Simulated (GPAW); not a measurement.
## CaO in GPAW: convergence with plane-wave cutoff (eV)

Input of the first run (plane-wave cutoff (eV) 300); the others differ in this setting and in those tied to it:

The input run.py:

```python
from ase import Atoms
from ase.dft.bandgap import bandgap
from ase.io import write
from ase.units import GPa
from gpaw import GPAW, PW

atoms = Atoms(['Ca', 'O'],
              cell=[[0.0, 2.403555696, 2.403555696],
                    [2.403555696, 0.0, 2.403555696],
                    [2.403555696, 2.403555696, 0.0]],
              scaled_positions=[[0.0, 0.0, 0.0],
                                [0.5, 0.5, 0.5]],
              pbc=True)

calc = GPAW(mode=PW(300),
            xc='PBE',
            kpts={'size': (10, 10, 10), 'gamma': True},
            occupations={'name': 'fermi-dirac', 'width': 0.05},
            nbands=16,
            convergence={'density': 1e-05, 'energy': 1e-05},
            maxiter=100,
            txt='gpaw.txt')
atoms.calc = calc
energy = atoms.get_potential_energy()
forces = atoms.get_forces()
stress = atoms.get_stress()
calc.write('gs.gpw')
write('result.traj', atoms)
print(f'Energy: {energy:.6f} eV')
print('Forces (eV/A):')
print(forces.round(4))
print('Stress (GPa):', (stress / GPa).round(3))
print('Fermi level:', round(calc.get_fermi_level(), 4), 'eV')
print(f'Gap: {bandgap(calc)[0]:.4f} eV, direct: {bandgap(calc, direct=True)[0]:.4f} eV')
```

Potentials or basis: GPAW PAW data sets (gpaw-data 1.2.1), pw.

The run is started by

```bash
$ OMP_NUM_THREADS=1 python run.py
```

The cell is a database's computed one.

Hardware: 1 thread of Arm Neoverse V1, on a shared host.

| plane-wave cutoff (eV) | energy less the tightest run, at zero smearing (meV/atom) | pressure (GPa) | gap on the mesh (eV) | SCF cycles | CPU time (s) | peak memory (GiB) |
| --- | --- | --- | --- | --- | --- | --- |
| 300 | 3632.25 | -103.43 | 3.694 | 10 | 7.4 | 0.12 |
| 350 | 1877.20 | -65.26 | 3.619 | 10 | 8.1 | 0.13 |
| 400 | 927.49 | -37.66 | 3.749 | 10 | 8.2 | 0.13 |
| 500 | 216.42 | -10.34 | 3.695 | 10 | 14 | 0.14 |
| 600 | 43.71 | -1.16 | 3.693 | 10 | 13 | 0.14 |
| 700 | 6.72 | 1.53 | 3.691 | 10 | 20 | 0.15 |
| 800 | 0.82 | 2.16 | 3.691 | 10 | 25 | 0.16 |
| 1000 | 0.24 | 2.25 | 3.691 | 10 | 24 | 0.18 |
| 1200 | 0.00 | 2.24 | 3.691 | 10 | 39 | 0.2 |

Against the tightest run, the energy stays within 1 meV/atom from 800 on; the pressure stays within 0.1 GPa from 800 on; the gap on the mesh stays within 0.01 eV from 500 on. The tightest run that finished is the yardstick and may itself not be fully converged.
